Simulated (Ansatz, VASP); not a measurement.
# B7As7H4 (armchair BAs ribbon N=7 H edges) in two plane-wave programs

One calculation is typed for both programs; each brings its own data sets. How far apart do they land? The structure shown is the start of the Ansatz relaxation below; VASP solves that cell, so the two are compared at the walk's first step.

Program: Ansatz 0.2.0. Level of theory: plane waves, with VASP 6.6.1 beside it; single point at PBE. Results are calculated unless marked as measured.

### 1. Set-up

The cell holds 18 atoms: 7 B, 7 As and 4 H. Its edges and angles: a = 19.783 Å, b = 7.000 Å, c = 5.880 Å, α = 90.0°, β = 90.0°, γ = 90.0°. Vacuum lies along a and b. The structure's axis is c.

### 2. Ansatz: relaxation, PBE

Ansatz runs on its default PAW (the set named soft_2) files.

The two programs are compared at the cell with which this relaxation starts, whose forces are those of its first step.

input.yaml

```yaml
crystal:
  lattice:
    - [19.783, 0.0, 0.0]
    - [0.0, 7.0, 0.0]
    - [0.0, 0.0, 5.88]
  atoms:
    - { symbol: B, position: [0.242583941, 0.5, 0.0] }
    - { symbol: B, position: [0.414186811, 0.5, 0.0] }
    - { symbol: B, position: [0.585789682, 0.5, 0.0] }
    - { symbol: B, position: [0.757392552, 0.5, 0.0] }
    - { symbol: As, position: [0.242583941, 0.5, 0.333333333] }
    - { symbol: As, position: [0.414186811, 0.5, 0.333333333] }
    - { symbol: As, position: [0.585789682, 0.5, 0.333333333] }
    - { symbol: As, position: [0.757392552, 0.5, 0.333333333] }
    - { symbol: H, position: [0.176919577, 0.5, 0.460884354] }
    - { symbol: H, position: [0.823056916, 0.5, 0.460884354] }
    - { symbol: B, position: [0.328385376, 0.5, 0.5] }
    - { symbol: B, position: [0.499988246, 0.5, 0.5] }
    - { symbol: B, position: [0.671591117, 0.5, 0.5] }
    - { symbol: As, position: [0.328385376, 0.5, 0.833333333] }
    - { symbol: As, position: [0.499988246, 0.5, 0.833333333] }
    - { symbol: As, position: [0.671591117, 0.5, 0.833333333] }
    - { symbol: H, position: [0.192241262, 0.5, 0.902210884] }
    - { symbol: H, position: [0.807735231, 0.5, 0.902210884] }
kpoints:
  mp_grid: { grid: [1, 1, 14] }
scf:
  occupations: { method: fermi_dirac, width: 0.05 }
hamiltonian:
  xc: pbe
relax:
  cell: { fix: [a, b, alpha, beta, gamma] }
  max_steps: 45
  f_tol: 0.03
```

Run with:

```
ansatz run input.yaml --threads 4 --pin off --max-ram 16384MiB --backend cpu --events-out ev --progress --plain --runs-dir out
```

Numbers of over 12 decimals in the logs are rounded to 6 here.

The program printed:

```text
Engine: ansatz 0.2.0, aarch64-unknown-linux-gnu
Pseudopotentials: kind: paw
Pseudopotential: B, paw, valence charge 3, recommended cutoff 420 eV (normal), B.paw.azcp
Pseudopotential: As, paw, valence charge 15, recommended cutoff 420 eV (normal), As.paw.azcp
Pseudopotential: H, paw, valence charge 1, recommended cutoff 420 eV (normal), H.paw.azcp
Functional definition: PBE
  parameter kappa = 0.804
  parameter beta = 0.066725
  exchange = pbe_x(kappa = kappa, mu = beta*pi^2/3)
  correlation = pbe_c(beta = beta)
Crystal: 18 atoms, lattice volume = 814.268 Å³
Basis set: ecut = 420 eV, 15923 PW (Γ), exchange–correlation on 270×96×80 points (8 copies of the dense FFT grid, shifted against one another)
Bands: 83, of which v1, the nominal top of the filled ones, is band 65 counted from 1 (64 counted from 0)
Symmetry: 4 space group operations
Space group: Pmm2 (ITA 25), of the structure as read, at distance tolerance 9.3e-5 Å
k-points: 8 of 14 (time reversal used)
Non-local potential: B, projectors of the file, l = 0: 2, l = 1: 2, l = 2: 1
Non-local potential: As, projectors of the file, l = 0: 2, l = 1: 2, l = 2: 3, l = 3: 1
Non-local potential: H, projectors of the file, l = 0: 2, l = 1: 1
PAW form: soft (Blöchl's): semilocal exchange-correlation on the pseudo side does not see the compensation charge
PAW one-centre angular grid: B, 110 points (default); XC on 64 Gauss nodes
PAW one-centre angular grid: As, 590 points (default); XC on 64 Gauss nodes
PAW one-centre angular grid: H, 110 points (default); XC on 64 Gauss nodes
Initial density: superposition of atomic densities (neutral atoms: chi_scale 0, normalization atom), corrected by the library's trained network
Initial wavefunctions: pseudopotential atomic-orbital guess
Functional: x = pbe(κ = 0.804, μ = 0.219515), c = pbe(β = 0.066725)
SCF iter   1: F=—  HF=-35141.744243 eV  |F-HF|=—  |Δ(HF+E_count)|=         —  Δρ=1.71e-3  dr2=5.72e-2  ethr=1.77e-3  ⟨swp⟩=6.0  Hψ=2637  notcnv=0  defer=25
preconditioner: auto → Resta (q_TF=auto, 2.009 Å⁻¹)  ε∞=2.1  [insulator: Δε(μ)=1.245 eV  Ē_g=9.496 eV  σ=0.050 eV  W_gap=1.00  n_scr=102 (ndim 8)  ℏωp=10.1 eV  f_vac=0.606  D(μ)=0.00/eV (n_scr^D=0)  ε∞_Penn≈2.1  vacuum switching on, ρ_ref=6.5e-3 e/Å³]
SCF iter   2: F=—  HF=-35141.764181 eV  |F-HF|=—  |Δ(HF+E_count)|=   1.99e-2  Δρ=8.91e-4  dr2=1.99e-2  ethr=4.40e-5  ⟨swp⟩=3.0  Hψ=1025  notcnv=0  defer=72
SCF iter   3: F=—  HF=-35141.767884 eV  |F-HF|=—  |Δ(HF+E_count)|=   3.70e-3  Δρ=5.11e-4  dr2=7.87e-3  ethr=1.53e-5  ⟨swp⟩=2.5  Hψ=817  notcnv=0  defer=72
SCF iter   4: F=—  HF=-35141.769008 eV  |F-HF|=—  |Δ(HF+E_count)|=   1.12e-3  Δρ=1.69e-4  dr2=4.51e-4  ethr=6.06e-6  ⟨swp⟩=2.0  Hψ=761  notcnv=0  defer=72
SCF iter   5: F=—  HF=-35141.769434 eV  |F-HF|=—  |Δ(HF+E_count)|=   4.26e-4  Δρ=5.39e-5  dr2=3.31e-5  ethr=3.47e-7  ⟨swp⟩=2.4  Hψ=822  notcnv=0  defer=72
SCF iter   6: F=—  HF=-35141.769477 eV  |F-HF|=—  |Δ(HF+E_count)|=   4.32e-5  Δρ=2.16e-5  dr2=4.77e-6  ethr=2.55e-8  ⟨swp⟩=2.0  Hψ=914  notcnv=0  defer=72
SCF iter   7: F=—  HF=-35141.769497 eV  |F-HF|=—  |Δ(HF+E_count)|=   1.92e-5  Δρ=7.07e-6  dr2=4.83e-7  ethr=3.67e-9  ⟨swp⟩=2.0  Hψ=829  notcnv=0  defer=72
SCF iter   8: F=-35141.769499 eV  HF=-35141.769499 eV  |F-HF|=1.35e-8  |Δ(HF+E_count)|=   1.88e-6  Δρ=2.13e-6  dr2=4.65e-8  ethr=7.69e-11  ⟨swp⟩=5.0  Hψ=2114  notcnv=0
SCF 1 converged in 8 iterations: F = -35141.769499 eV  dr2 = 4.65e-8
  greatest PAW one-centre occupation: 0.999 electrons in one spin orbital (limit 2), on the As atom at site 5 (counted from 0), in its partial waves of l = 2
relax step   1: F+E_penalty+E_count = -35141.76949855 eV  Δ(F+E_penalty+E_count) = +0.000e0 eV  max|allowed force component| = 1.098e0 eV/Å  Δτ_max = 0.0000 Å  P = -0.206 GPa  Ω = 814.268 Å³  fix = [a, b, alpha, beta, gamma]  reactions: a -0.384, b +0.384 GPa  (8 SCF iters, dr2 threshold 1.00e-7 eV, accepted)
[...]
relax step   3: F+E_penalty+E_count = -35141.94659382 eV  Δ(F+E_penalty+E_count) = -2.250e-2 eV  max|allowed force component| = 1.181e-1 eV/Å  Δτ_max = 0.0228 Å  P = +0.099 GPa  Ω = 813.671 Å³  energy of the carried Pulay correction = +1.262e-4 eV  fix = [a, b, alpha, beta, gamma]  reactions: a -0.026, b +0.376 GPa  (6 SCF iters, dr2 threshold 1.80e-6 eV, accepted)
[...]
relax step   4: F+E_penalty+E_count = -35141.94753071 eV  Δ(F+E_penalty+E_count) = -9.369e-4 eV  max|allowed force component| = 7.695e-3 eV/Å  Δτ_max = 0.0063 Å  P = +0.122 GPa  Ω = 813.574 Å³  energy of the carried Pulay correction = +1.467e-4 eV  fix = [a, b, alpha, beta, gamma]  reactions: a -0.004, b +0.375 GPa  (5 SCF iters, dr2 threshold 8.72e-7 eV, accepted)
[...]
relax step   5: F+E_penalty+E_count = -35141.94740593 eV  Δ(F+E_penalty+E_count) = +1.248e-4 eV  max|allowed force component| = 7.671e-3 eV/Å  Δτ_max = 0.0000 Å  P = +0.122 GPa  Ω = 813.574 Å³  fix = [a, b, alpha, beta, gamma]  reactions: a -0.005, b +0.375 GPa  stress off target by 5.04e-3 GPa on what of the cell is left free  SCF on the basis re-selected at this cell (its energy is not comparable with the rows above)  (5 SCF iters)
basis re-selected at this cell: Δ(F+E_penalty+E_count) = +1.248e-4 eV, ΔP = -0.001 GPa vs the last step (what re-selecting the basis moved, of the pressure what is left beyond the Pulay correction that the steps carried, after the strain that the cell walked since its last selection, with what the two solves' SCF thresholds leave and, on support functions, any second-order correction that the steps lacked; it is no m [...]
SCF converged after 5 iterations
Free energy (F): -35141.947406 eV
Harris-Foulkes:  -35141.947406 eV  (|F-HF|=1.09e-10)
Internal energy: -35141.947404 eV  (E = F + TS)
E sigma→0 (E₀):  -35141.947405 eV
Entropy (-TS):   -0.000002 eV (-0.000 meV/atom)
Fermi energy:    -0.491607 eV
--- Per-component energies (eV) ---
  E_band       = -2960.760038
  E_kinetic    = 1098.391685
  E_local      = -43458.402147  (includes V_loc(G=0)·N_el)
  E_nonlocal   = -4596.223040
  E_hartree    = 21629.557548
  E_xc         = -802.519079
  E_vxc        = -851.009939  (∫ρ·V_xc dr)
  E_paw        = -13408.448807  (= ΣΔE_a)
  E_vpaw       = 1587.372799  (= ΣTr[D̂ρ^β])
  E_aug_tail   = -0.004927  (compensation charges beyond the density's cutoff)
  E_ewald      = 4395.701363
  E_smearing   = -0.000002  (= −TS)
  E_closure    = 0.000000  (closes the sum)
  Σ components = -35141.947406   (vs F -35141.947406, Δ=0.00e0)
--- Forces (eV/Å), atoms counted from 1 ---
  atom   1  B      0.00385637     0.00000000    -0.00463718
  atom   2  B     -0.00002753    -0.00000000    -0.00012792
  atom   3  B      0.00002753     0.00000000    -0.00012792
  atom   4  B     -0.00385637    -0.00000000    -0.00463718
  atom   5  As    -0.00690058    -0.00000000     0.00567414
  atom   6  As     0.00273399     0.00000000     0.00091808
  atom   7  As    -0.00273399    -0.00000000     0.00091808
  atom   8  As     0.00690058     0.00000000     0.00567414
  atom   9  H      0.00767129     0.00000000    -0.00386690
  atom  10  H     -0.00767129    -0.00000000    -0.00386690
  atom  11  B     -0.00134630    -0.00000000     0.00080611
  atom  12  B      0.00000000    -0.00000000    -0.00086092
  atom  13  B      0.00134630     0.00000000     0.00080611
  atom  14  As    -0.00186351    -0.00000000    -0.00273379
  atom  15  As    -0.00000000     0.00000000     0.00263499
  atom  16  As     0.00186351     0.00000000    -0.00273379
  atom  17  H     -0.00224393    -0.00000000     0.00307957
  atom  18  H      0.00224393     0.00000000     0.00307957
  max |Σ_I F_I| component: 1.68e-6 eV/Å
--- Stress (GPa, compression-positive) ---
       -0.004757      -0.000000       0.000000
       -0.000000       0.374673       0.000000
        0.000000       0.000000      -0.005037
  P = ⅓ Tr σ = 0.1216 GPa (1.216 kbar)
--- Relaxed structure (4 steps of the walk, 4 accepted, 1 SCFs on fresh bases) ---
  F+E_penalty+E_count = -35141.94740593 eV   max|allowed force component| = 7.671e-3 eV/Å   (the final SCF, on the basis selected at the relaxed cell)
  cell:  # Å, volume = 813.5740 Å³
    - [19.783, 0, 0]
    - [0, 7.0, 0]
    - [0, 0, 5.874986]
  atoms:
    - { symbol: B, position: [0.242937, 0.5, -4.9611547234532215e-5] }
    - { symbol: B, position: [0.414298, 0.5, 0.00216805] }
    - { symbol: B, position: [0.585679, 0.5, 0.00216805] }
    - { symbol: B, position: [0.757040, 0.5, -4.9611547234532215e-5] }
    - { symbol: As, position: [0.247183, 0.5, 0.324453] }
    - { symbol: As, position: [0.414561, 0.5, 0.335620] }
    - { symbol: As, position: [0.585415, 0.5, 0.335620] }
    - { symbol: As, position: [0.752794, 0.5, 0.324453] }
    - { symbol: H, position: [0.181767, 0.5, 0.454451] }
    - { symbol: H, position: [0.818210, 0.5, 0.454451] }
    - { symbol: B, position: [0.329441, 0.5, 0.503729] }
    - { symbol: B, position: [0.499988, 0.5, 0.503659] }
    - { symbol: B, position: [0.670536, 0.5, 0.503729] }
    - { symbol: As, position: [0.328740, 0.5, 0.837415] }
    - { symbol: As, position: [0.499988, 0.5, 0.835747] }
    - { symbol: As, position: [0.671237, 0.5, 0.837415] }
    - { symbol: H, position: [0.190054, 0.5, 0.902274] }
    - { symbol: H, position: [0.809923, 0.5, 0.902274] }
```

In the SCF lines HF is the Harris–Foulkes energy and dr2 the Hartree energy of the density residual, in eV; the loop may stop once dr2 is under the threshold and the program's other checks hold. Hψ counts applications of the Hamiltonian.

(Part 1 of 2 ends here.)

[Lines on the potential files, build, host, timing and source positions are cut from VASP's logs without a mark.]

[Logs are printed without paths, hosts, clocks, repeated set-up lines and the standing remarks that a program may print on its own settings, such as how far it seeks lower states.]

[Hosts, paths, dates, database ids (printed as entryN), source tags and the programs' standing remarks are cut or masked in the printed files.]
